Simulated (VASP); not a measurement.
A run of VASP 6.6.1:

File INCAR:

```
ALGO     = Normal         # electronic algorithm
AMIX     = 0.2          
AMIX_MAG = 0.8          
BMIX     = 1E-4         
BMIX_MAG = 1E-4         
EDIFF    = 1E-6           # SCF threshold, eV
EDIFFG   = -0.01          # ionic threshold
ENCUT    = 600            # plane-wave cutoff, eV
GGA      = PE             # functional
IBRION   = 2              # ionic algorithm
ISIF     = 3              # what is computed and relaxed
ISMEAR   = 1              # smearing method
ISPIN    = 2              # spin polarisation
LASPH    = True           # aspherical terms in the spheres
LCHARG   = False          # write CHGCAR
LMAXMIX  = 4              # l up to which the mixer works
LORBIT   = 11             # projections on sites
LREAL    = False          # projectors in reciprocal space
LWAVE    = False          # write WAVECAR
MAGMOM   = 2              # initial moments
NELM     = 150            # most SCF steps
NSW      = 90             # ionic steps
PREC     = Accurate       # precision mode
SIGMA    = 0.1            # smearing width, eV
```

KPOINTS

```
k-points
0
Gamma
  18 18 18
```

Contents of POSCAR:

```
Ni
1.0
    0.0000000000      1.7619350000      1.7619350000
    1.7619350000      0.0000000000      1.7619350000
    1.7619350000      1.7619350000      0.0000000000
Ni
1
Direct
    0.0000000000      0.0000000000      0.0000000000
```

Potentials or basis: VASP PAW PBE potentials, release 64 (Ni).

Run with:

```console
$ cat potpaw_PBE.64/Ni/POTCAR > POTCAR
$ mpirun -np 1 vasp_std > vasp.out
```

Hardware: 1 thread of Intel(R) Xeon(R) Platinum 8488C (Sapphire Rapids) (shared host).

Estimate the wall time of this run.

Run time: 59 s on 1 thread of Intel(R) Xeon(R) Platinum 8488C (Sapphire Rapids) (shared host), peak memory 0.17 GiB. Counts: scf iterations 29, k points 195, ion steps 3.
